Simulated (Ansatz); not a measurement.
The system is CsPbCl3.

```
Pb Cs Cl
1.0
     5.60500    0.00000    0.00000
     0.00000    5.60500    0.00000
     0.00000    0.00000    5.60500
Pb Cs Cl
1 1 3
Cartesian
  2.8025 2.8025 2.8025
  0.0000 0.0000 0.0000
  2.8025 0.0000 2.8025
  0.0000 2.8025 2.8025
  2.8025 2.8025 0.0000
```

Base run:

| Item | Value |
| --- | --- |
| Program | Ansatz 0.2.0 |
| Functional | B3LYP |
| Potentials or basis | Ansatz PAW |
| Cutoff | 420 eV (not typed: the program's choice for these potentials) |
| k mesh | 3 × 3 × 3 |
| Occupations | fermi-dirac, width 0.05 eV |
| Spin | no spin polarisation |

Its results: band gap on the k mesh 5.50 eV, direct; pressure 2.3 GPa.

**Question.** The run is repeated on the same cell with these changes: functional from B3LYP to HSE06. What comes out?

**Answer.** Band gap on the k mesh 5.05 eV, direct; pressure 1.1 GPa.

Caveats: odd divisions of the mesh miss points on the zone boundary, where band edges often lie, so the gap on the mesh can be too wide; spin-orbit coupling is left out, which as a rule narrows the gap of such compounds by several tenths of an eV; the PAW data sets come from PBE, with cores solved anew for the run's functional, which leaves a small shift of forces and pressure; the thresholds are loose for stress.

A k mesh can miss the band edges.
